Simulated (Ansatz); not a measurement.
BaTe in the rocksalt structure, relaxed with r2SCAN: it is cubic, Fm-3m (No. 225); conventional cell a = 7.065 Å, 44.08 Å³ an atom. Around Ba lie 6 Te at 3.53 Å; around Te lie 6 Ba at 3.53 Å. One-shot G0W0@PBE in the plane-wave code Ansatz on a 4×4×4 mesh (contour deformation, no spin-orbit coupling), from a PBE gap of 1.650 eV over the mesh points (the G0W0 gap is indirect on the mesh); the number N of bands summed and the screening cutoff rise together. Spin-unpolarised throughout; all numbers are computed.

```
  N  cutoff (eV)  1000/N  G0W0 gap (eV)
213          100   4.695          2.609
496          180   2.016          2.705
```

Q: Lay a straight line in 1000/N through these rows.

A: The slope is -0.0358 eV per unit of 1000/N and the intercept 2.777 eV.

Q: Predict the gap at N = 950 (260 eV).

A: 2.777 + (-0.0358) × 1.053 = 2.739 eV; the run gives 2.739 eV, 0.000 eV from the line.

Q: With that run's result added, what limit do the last two rows suggest?

A: Their slope is (2.739 − 2.705)/(1.053 − 2.016) = -0.0353, which meets 1/N = 0 at 2.78 eV, against 2.777 eV from the first line. The two lines nearly agree; the k mesh isn't extrapolated.

No spin-orbit coupling is included; it can move band edges with weight on the heavy atoms by tenths of an eV.
